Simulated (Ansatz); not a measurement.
KCl (started from an entry of an open crystallographic database), relaxed with r2SCAN: it is cubic, Fm-3m (No. 225); conventional cell a = 6.290 Å, 31.10 Å³ an atom. K has 6 Cl at 3.14 Å; Cl has 6 K at 3.14 Å. One-shot G0W0@PBE in Ansatz on a 4×4×4 mesh (contour deformation, no spin-orbit coupling), from a PBE gap of 5.194 eV over the mesh points (the G0W0 gap is direct on the mesh); the number N of bands summed and the screening cutoff rise together. Calculated for a static, non-magnetic cell.

```tsv
N	cutoff (eV)	1000/N	G0W0 gap (eV)
149	100	6.711	7.825
349	180	2.865	7.995
```

**Lay a straight line in 1000/N through these rows.** The slope is -0.0442 eV per unit of 1000/N and the intercept 8.122 eV.

**Predict the gap at N = 669 (260 eV).** 8.122 + (-0.0442) × 1.495 = 8.056 eV; the run gives 8.064 eV, +0.008 eV from the line.

**With that run's result added, what limit do the last two rows suggest?** Their slope is (8.064 − 7.995)/(1.495 − 2.865) = -0.0504, which meets 1/N = 0 at 8.14 eV, against 8.122 eV from the first line. The slope steepens, so 1/N isn't yet asymptotic and the true limit probably lies higher still; the k mesh isn't extrapolated.
